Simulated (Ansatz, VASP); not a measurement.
# H in VASP and in Ansatz

```xyz
4
Lattice="3.6481 0.0000 0.0000 -1.8241 3.1594 0.0000 0.0000 0.0000 5.0467" Properties=species:S:1:pos:R:3 pbc="T T T"
H     0.0000    2.1062    0.8907
H     1.8241    1.0531    3.4140
H     1.8241    1.0531    4.1559
H     0.0000    2.1062    1.6326
```

Change from the starting cell: strain -0.050 along x and y, +0.000 along z, atoms carried along.

Alike in both runs: task single point; functional PBE; k mesh 9 × 9 × 6; occupations gaussian, width 0.05 eV; no spin polarisation.

|  | VASP | Ansatz |
| --- | --- | --- |
| version | VASP 6.6.1 | Ansatz 0.2.0 |
| potentials or method | VASP PAW PBE potentials, release 64 (H) | scalar-relativistic, plane waves, PAW |
| plane-wave cutoff (eV) | 520 | 420 |
| valence electrons in the cell | 4 | 4 |

|  | VASP | Ansatz | Ansatz less VASP |
| --- | --- | --- | --- |
| gap on the k mesh at the Fermi level (eV) | 9.13 | 9.13 | -0.002 |
| least direct gap on the mesh (eV) | 9.13 | 9.13 | -0.002 |
| pressure (GPa) | 0.3 | 0.5 | +0.18 |
| largest component of the traceless stress (GPa) | 0.78 | 0.84 | +0.066 |
| rms of the force components (eV/Å) | 0.169 | 0.176 | +0.0073 |

Atom by atom the forces differ by 0.007 eV/Å (rms over components).

Caveats: an odd mesh through Γ misses points on the zone boundary, where band edges often lie.
